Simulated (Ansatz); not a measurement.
A plane-wave DFT run in Ansatz 0.2.0 (scalar-relativistic PAW potentials unless the input names others): input and command.

```yaml
crystal:
  lattice:
    - [0.0, 1.15890338, 1.15890338]
    - [1.11254724, 0.0, 1.15890338]
    - [1.11254724, 1.15890338, 0.0]
  atoms:
    - { symbol: W, position: [0.0, 0.0, 0.0] }
    - { symbol: C, position: [0.5, 0.5, 0.5] }
basis:
  ecutwfc: 420
kpoints:
  mp_grid: { grid: [24, 24, 24] }
hamiltonian:
  xc: pbe
scf:
  occupations: { method: gaussian, width: 0.15 }
  max_iter: 50
output:
  forces: true
  eigenvalues: true
  stress: true
```

```bash
ansatz run input.yaml --threads 1 --pin off --max-ram 2560MiB --backend cpu --events-out ev --progress --plain --runs-dir out
```

Abridged log:
```
Basis set: ecut = 420 eV, 59 PW (Γ), exchange–correlation on 24×24×24 points (8 copies of the dense FFT grid, shifted against one another)
Bands: 13, of which v1, the nominal top of the filled ones, is band 9 counted from 1 (8 counted from 0)
Symmetry: 16 space group operations
k-points: 1063 of 13824
SCF iter   1: F=—  HF=-10933.606582 eV  |F-HF|=—  |Δ(HF+E_count)|=         —  Δρ=1.14e1  dr2=1.26e3  ethr=1.77e-3  ⟨swp⟩=1.0  Hψ=184835  notcnv=0
automatic band count: the SCF goes on with 17 bands, as 13 were too few: the levels above may hold too much charge
SCF iter   2: F=—  HF=-10256.411094 eV  |F-HF|=—  |Δ(HF+E_count)|=    6.77e2  Δρ=3.58e0  dr2=9.46e1  ethr=1.77e-3  ⟨swp⟩=5.8  Hψ=80624  notcnv=0  defer=2325
SCF iter   3: F=—  HF=-10279.213816 eV  |F-HF|=—  |Δ(HF+E_count)|=    2.28e1  Δρ=6.39e-1  dr2=2.37e0  ethr=1.77e-3  ⟨swp⟩=6.1  Hψ=67257  notcnv=0  defer=2544
SCF iter   4: F=—  HF=-10288.173922 eV  |F-HF|=—  |Δ(HF+E_count)|=    8.96e0  Δρ=8.03e-2  dr2=5.49e-2  ethr=1.77e-3  ⟨swp⟩=3.3  Hψ=44020  notcnv=0  defer=2504
SCF iter   5: F=—  HF=-10288.237381 eV  |F-HF|=—  |Δ(HF+E_count)|=   6.35e-2  Δρ=7.51e-3  dr2=4.18e-4  ethr=3.05e-4  ⟨swp⟩=2.9  Hψ=32828  notcnv=0  defer=2499
SCF iter   6: F=—  HF=-10288.237531 eV  |F-HF|=—  |Δ(HF+E_count)|=   1.51e-4  Δρ=8.76e-4  dr2=7.04e-6  ethr=2.32e-6  ⟨swp⟩=2.4  Hψ=24165  notcnv=0  defer=2498
SCF iter   7: F=—  HF=-10288.237527 eV  |F-HF|=—  |Δ(HF+E_count)|=   4.40e-6  Δρ=1.31e-4  dr2=1.04e-7  ethr=3.91e-8  ⟨swp⟩=2.4  Hψ=25067  notcnv=0  defer=2498
SCF iter   8: F=-10288.237527 eV  HF=-10288.237527 eV  |F-HF|=3.60e-10  |Δ(HF+E_count)|=   1.63e-8  Δρ=2.72e-5  dr2=3.59e-9  ethr=5.56e-10  ⟨swp⟩=12.9  Hψ=134627  notcnv=0
SCF 1 converged in 8 iterations: F = -10288.237527 eV  dr2 = 3.59e-9
SCF converged after 8 iterations
Free energy (F): -10288.237527 eV
Harris-Foulkes:  -10288.237527 eV  (|F-HF|=3.60e-10)
Internal energy: -10288.234799 eV  (E = F + TS)
E sigma→0 (E₀):  -10288.236163 eV
Entropy (-TS):   -0.002728 eV (-1.364 meV/atom)
Fermi energy:    146.314289 eV
--- Forces (eV/Å), atoms counted from 1 ---
  atom   1  W      0.00000000     0.00000000     0.00000000
  atom   2  C      0.00000000     0.00000000     0.00000000
--- Stress (GPa, compression-positive) ---
    33860.257607       0.000000       0.000000
        0.000000   31751.809215       0.000000
        0.000000       0.000000   31751.809215
  P = ⅓ Tr σ = 32454.6253 GPa (324546.253 kbar)
```

Question: The run was meant for a cell not far from equilibrium. What is wrong with this input?

Answer: The fault is a lattice far too small (lattice vectors times 0.529). Setting it back cures it. The run converged all the same, with an energy at zero smearing 173.4 eV/atom above the reference's, pressure 32454.63 GPa, largest force 0.000 eV/Å, no gap on the mesh, so convergence alone doesn't show that an input is right. A reference run of the cell with lattice vectors 0.0000 2.1900 2.1900; 2.1024 0.0000 2.1900; 2.1024 2.1900 0.0000 Å and the atoms in their places converged with pressure 17.77 GPa, largest force 0.000 eV/Å, no gap on the mesh.

The run took 13 s on 1 thread of Arm Neoverse V1, with other jobs on the host, peak memory 0.37 GiB.